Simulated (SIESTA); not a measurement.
The system is Co.

```
Co
1.0
    -1.41457    1.39291    1.39216
     1.44298   -1.37513    1.40278
     1.41127    1.37182   -1.37438
Co
1
Direct
  0.00000 0.00000 0.00000
```

This isn't the form of Co at room conditions, which is hcp.

Alike in all runs: program SIESTA 5.4.2; functional PBE; potentials or basis PseudoDojo 0.4 standard (PBE files); basis DZP (energy shift 0.003 Ry; two zetas on semicore shells); grid cutoff 800 Ry; energy shift 0.003 Ry; k mesh 13 × 13 × 13; occupations fermi-dirac, width 0.05 eV.

The same cell was started in several ways:

| start | free energy over the lowest (meV/atom) | net moment (μB) | site or absolute moments (μB) | gap |
| --- | --- | --- | --- | --- |
| non-collinear spin, random start of up to 0.68 μB | 377.1 | 0.00 | - | none (metal or under the smearing width) |
| collinear spin, zero start | 377.1 | 0.00 | - | none (metal or under the smearing width) |
| collinear spin, fm_larger start of up to 3.5 μB | 0.0 | 1.72 | Co +1.72 | none (metal or under the smearing width) |
| collinear spin, ferromagnetic start of up to 2 μB | 0.0 | 1.72 | Co +1.72 | none (metal or under the smearing width) |

The spin-polarised runs without a constraint all converged, yet they end up to 377 meV/atom apart: a converged run can sit in a state that isn't the lowest. A still lower state may exist.

Caveats: the basis of atomic orbitals isn't converged, which shifts pressures, moduli and gaps.
